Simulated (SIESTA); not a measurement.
Crystal: MoP.

```
Mo P
1.0
     3.22300    0.00000    0.00000
    -1.61150    2.79120    0.00000
     0.00000    0.00000    3.19100
Mo P
1 1
Direct
  0.00000 0.00000 0.00000
  0.33333 0.66667 0.50000
```

Base run:

* Program: SIESTA 5.4.2
* Functional: PBE
* Potentials or basis: PseudoDojo 0.4 standard (PBE files)
* Basis: DZ (energy shift 0.003 Ry; two zetas on semicore shells)
* Grid cutoff: 800 Ry
* Energy shift: 0.003 Ry
* k mesh: 10 × 10 × 8
* Occupations: fermi-dirac, width 0.05 eV
* Spin: no spin polarisation

Its results: band gap on the k mesh none (metal or under the smearing width); pressure 16.9 GPa.

**Question.** The run is repeated on the same cell with these changes: basis from DZ (energy shift 0.003 Ry; two zetas on semicore shells) to TZDP (energy shift 0.003 Ry; two zetas on semicore shells). What comes out?

**Answer.** Band gap on the k mesh none (metal or under the smearing width); pressure 4.0 GPa.

Caveats: the basis of atomic orbitals isn't converged, which shifts pressures, moduli and gaps; the basis has no polarisation orbitals (some runs).
